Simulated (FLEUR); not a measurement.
MgB2: equation of state with RPBE

Crystal: MgB2.

```
Mg B
1.0
     3.08500    0.00000    0.00000
    -1.54250    2.67169    0.00000
     0.00000    0.00000    3.52300
Mg B
1 2
Direct
  0.00000 0.00000 0.00000
  0.66667 0.33333 0.50000
  0.33333 0.66667 0.50000
```

```
Program                  : FLEUR MaX-R8.1 (later development tree)
Task                     : equation of state
Functional               : RPBE
Potentials or basis      : all-electron
Basis                    : FLAPW
Kmax                     : 4.77 1/bohr
k mesh                   : 10 × 10 × 8
Occupations              : fermi-dirac, width 0.05 eV
Spin                     : no spin polarisation
Gmax                     : 14.8 1/bohr
Muffin-tin radii         : Mg 2.66, B 1.51 bohr
lmax                     : Mg 11, B 8
Local orbitals a species : Mg 5, B 3
```

```
Equilibrium volume                        : 9.84 Å³/atom
Bulk modulus at fixed shape and positions : 146 GPa
Pressure derivative of the bulk modulus   : 3.6 (rough: it moves with the points fitted)
```

Energy against volume, from the lowest point:
```
volume (Å³/atom)  energy (meV/atom)
           9.098              27.33
           9.292              13.88
           9.679               0.00
          10.066               1.20
          10.260               6.59
```

Caveat: the cell was scaled at fixed shape and fractional positions, which overstates the stiffness of a crystal with free parameters, most of all of layers and chains.
